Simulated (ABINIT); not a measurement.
The system is In.

```xyz
1
Lattice="-1.6255 1.6255 2.4737 1.6255 -1.6255 2.4737 1.6255 1.6255 -2.4737" Properties=species:S:1:pos:R:3 pbc="T T T"
In    0.0000    0.0000    0.0000
```

Base run:

```yaml
Program: ABINIT 10.8.3 (patched build)
Functional: PBE
Potentials_or_basis: JTH PAW PBE v2.0
Cutoff: 707 eV
k_mesh: 11 × 11 × 11
Occupations: fermi-dirac, width 0.05 eV
Spin: no spin polarisation
```

Its results: band gap on the k mesh none (metal or under the smearing width); pressure 1.4 GPa.

Q: The run is repeated on the same cell with these changes: functional from PBE to r2SCAN. What comes out?

A: Band gap on the k mesh none (metal or under the smearing width); pressure -0.2 GPa.

Caveats: spin-orbit coupling is left out, which moves the levels of the heavy elements; the PAW data sets were made with another functional, which shifts forces and pressure a little (some runs).
